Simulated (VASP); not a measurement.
# VASP 6.6.1 run: AlN

INCAR

```
LASPH = .TRUE.
ISMEER = 0
NELM = 99
LREAL = .FALSE.
SIGMA = 0.02
GGA = PE
IBRION = -1
EDIFF = 1E-7
LCHARG = .FALSE.
NSW = 0
NBANDS = 16
PREC = Accurate
LWAVE = .FALSE.
ISIF = 2
ENCUT = 520
```

KPOINTS

```
KPOINTS created by Atomic Simulation Environment
0
Gamma
12 12 6
0 0 0
```

POSCAR

```
Al N
 1.0000000000000000
     3.1066937601931870    0.0000000000000000    0.0000000000000000
    -1.5533468800965935    2.6904757181059007    0.0000000000000000
     0.0000000000000000    0.0000000000000000    5.1279492984999999
 Al  N
   2   2
Cartesian
  0.0000000000000001  1.7936504787372671 -0.0051949126190295
  1.5533468800965935  0.8968252393686336  2.5587797366309699
  0.0000000000000001  1.7936504787372671  1.9281758995565295
  1.5533468800965935  0.8968252393686336  4.4921505488065296
```

The recommended PBE PAW datasets give the neutral cell 16 valence electrons.

Command

```
mpirun -np 1 vasp_std
```

**Question.** Predict the outcome of this run.

**Answer.** It converged. Results: gap between bands v and c on the k mesh 4.07 eV; least direct gap on the k mesh 4.07 eV; pressure -1.2 GPa; largest force 0.02 eV/Å. Band v is the last that the valence electrons fill when counted band by band, and c is the next.

OSZICAR

```
N       E                     dE             d eps       ncg     rms          rms(c)
DAV:   1     0.414398720057E+02    0.41440E+02   -0.73416E+03  2440   0.893E+02
DAV:   2    -0.308907257666E+02   -0.72331E+02   -0.65953E+02  3440   0.186E+02
DAV:   3    -0.343973807762E+02   -0.35067E+01   -0.34973E+01  3008   0.423E+01
DAV:   4    -0.344192226105E+02   -0.21842E-01   -0.21840E-01  3152   0.379E+00
DAV:   5    -0.344195193930E+02   -0.29678E-03   -0.29087E-03  2960   0.440E-01    0.120E+01
DAV:   6    -0.297429036283E+02    0.46766E+01   -0.10804E+01  2920   0.236E+01    0.411E+00
DAV:   7    -0.297705345683E+02   -0.27631E-01   -0.65295E-01  2648   0.565E+00    0.291E+00
DAV:   8    -0.297627659231E+02    0.77686E-02   -0.63572E-02  2776   0.231E+00    0.608E-01
DAV:   9    -0.297575785551E+02    0.51874E-02   -0.12550E-02  3248   0.819E-01    0.252E-01
DAV:  10    -0.297582175746E+02   -0.63902E-03   -0.23909E-03  2664   0.305E-01    0.138E-01
DAV:  11    -0.297581282041E+02    0.89371E-04   -0.19267E-04  2864   0.106E-01    0.337E-02
DAV:  12    -0.297581314233E+02   -0.32192E-05   -0.11906E-05  2736   0.275E-02    0.708E-03
DAV:  13    -0.297581311784E+02    0.24488E-06   -0.44602E-06  3008   0.161E-02    0.475E-03
DAV:  14    -0.297581311825E+02   -0.41138E-08   -0.32645E-07  2752   0.480E-03
   1 F= -.29758131E+02 E0= -.29758135E+02  d E =0.112371E-04
```

One setting is odd (misspelt tag), but here it hardly changes the result.

On sound settings PBE gives a gap of 4.07 eV on its mesh and a pressure of -1.2 GPa for the intended cell. This run's energy (σ→0) differs from it by 0 meV an atom.
